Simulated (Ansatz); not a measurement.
## HfC under strains and displacements

These are results of DFT PBE, scalar-relativistic, plane waves, PAW (Ansatz 0.2.0), not measurements.

Settings: cutoff 420 eV, Γ-centred mesh 15×15×8 on the computed 4-atom cell, Gaussian smearing of 0.10 eV; no spin polarisation.

Reference cell:

```
Hf C
1.0
     3.34287    0.00000    0.00000
    -1.67143    2.89501    0.00000
     0.00000    0.00000    5.20271
Hf C
2 2
Direct
  0.66667 0.33333 0.75000
  0.33333 0.66667 0.25000
  0.00000 0.00000 0.00000
  0.00000 0.00000 0.50000
```

Each variant moves atoms of this cell by the vectors given, if any (Å), and then applies a symmetric strain (tensor components, Cartesian axes). The reference cell isn't relaxed at this level. Energies are per atom at zero smearing, counted from the reference cell. Pressure is positive in compression.

1. strain (xx yy zz yz xz xy, %) 0.41 0.41 -5.59 0.00 0.00 0.00; moves: Hf1 (0.000, 0.000, 0.100); Hf2 (0.000, 0.000, 0.100); C3 (0.000, 0.000, -0.100); C4 (0.000, 0.000, -0.100)
2. strain (xx yy zz yz xz xy, %) -2.09 -2.09 -0.59 0.00 0.00 0.00
3. strain (xx yy zz yz xz xy, %) 6.60 6.60 -2.40 0.00 0.00 0.00
4. strain (xx yy zz yz xz xy, %) 3.38 3.38 0.38 0.00 0.00 0.00
5. strain (xx yy zz yz xz xy, %) 0.17 0.17 -2.83 0.00 0.00 0.00
6. strain (xx yy zz yz xz xy, %) 2.02 2.02 3.52 0.00 0.00 0.00
7. strain (xx yy zz yz xz xy, %) 0.95 0.95 -2.05 0.00 0.00 0.00
8. strain (xx yy zz yz xz xy, %) -0.89 -0.89 -2.38 0.00 0.00 0.00
9. strain (xx yy zz yz xz xy, %) -0.88 -0.88 -6.88 0.00 0.00 0.00

The reference cell has pressure -0.79 GPa, largest force 0.000 eV/Å and gap none (metal).

| result | ΔE (meV/atom) | P (GPa) | largest force (eV/Å) |
| --- | --- | --- | --- |
| A | 96.3 | 22.87 | 0.00 |
| B | 51.2 | -15.34 | 0.00 |
| C | 158.4 | -20.64 | 0.00 |
| D | 56.8 | -14.96 | 0.00 |
| E | 116.2 | 14.02 | 1.51 |
| F | 8.8 | -0.61 | 0.00 |
| G | 16.3 | 9.51 | 0.00 |
| H | 12.8 | 5.02 | 0.00 |
| I | 18.7 | 11.48 | 0.00 |

(1) Which variant gave which result?

Spin-orbit coupling is left out, which matters for the bands of heavy elements.

Results:

(1) A is 9, B is 6, C is 3, D is 4, E is 1, F is 7, G is 8, H is 5, I is 2. The pressure falls as the cell grows: from the smallest volume to the largest the variants are 9, 1, 2, 8, 5, 7, 4, 6, 3.

This form isn't the usual stable structure of the compound.